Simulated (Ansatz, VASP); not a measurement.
**Two plane-wave programs on GaN**

The input INCAR:

```
SYSTEM = GaN
PREC = Accurate ; ENCUT = 520
EDIFF = 1E-7 ; ISMEAR = -1
SIGMA = 0.05 ; LREAL = .FALSE.
LASPH = .TRUE. ; NELM = 60
ALGO = Normal ; ISIF = 2
LWAVE = .FALSE. ; LCHARG = .FALSE.
GGA = PE ; NBANDS = 16
```

File KPOINTS:

```
regular mesh
0
G
  11 11 11
  0 0 0
```

POSCAR

```
GaN
1.0
    0.0000000000      2.1352350000      2.1352350000
    2.1352350000      0.0000000000      2.1352350000
    2.1352350000      2.1352350000      0.0000000000
Ga N
1 1
Direct
    0.0000000000      0.0000000000      0.0000000000
    0.5000000000      0.5000000000      0.5000000000
```

input.yaml

```yaml
crystal:
  lattice:
    - [0.0, 2.135235, 2.135235]
    - [2.135235, 0.0, 2.135235]
    - [2.135235, 2.135235, 0.0]
  atoms:
    - { symbol: Ga, position: [0.0, 0.0, 0.0] }
    - { symbol: "N", position: [0.5, 0.5, 0.5] }
hamiltonian:
  xc: pbe
  pseudopotentials: { kind: paw }
kpoints:
  mp_grid: { grid: [11, 11, 11] }
scf:
  occupations: { method: fermi_dirac, width: 0.05 }
output:
  forces: true
  stress: true
  eigenvalues: true
```

Measurements of this composition are mostly on another form, of space group No. 186.

Alike in both runs: task single point; functional PBE; k mesh 11 × 11 × 11; occupations fermi-dirac, width 0.05 eV; no spin polarisation.

```csv
,VASP,Ansatz
version,VASP 6.6.1,Ansatz 0.2.0
potentials or method,"VASP PAW PBE potentials, release 64 (Ga_d, N)",Ansatz PAW
plane-wave cutoff (eV),520,420
valence electrons in the cell,18,18
```

VASP gave:

| Property | Result |
| --- | --- |
| gap on the k mesh at the Fermi level (eV) | 0.54 |
| least direct gap on the mesh (eV) | 2.37 |
| pressure (GPa) | 0.4 |

Q: Which values does Ansatz return?

A: gap on the k mesh at the Fermi level (eV): 0.55; least direct gap on the mesh (eV): 2.36; pressure (GPa): -0.3.

Caveats: an odd mesh through Γ misses points on the zone boundary, where band edges often lie (VASP); odd divisions of the mesh miss points on the zone boundary, where band edges often lie, so the gap on the mesh can be too wide (Ansatz); the pressure holds a Pulay correction of +0.6 GPa for the finite cutoff (Ansatz).
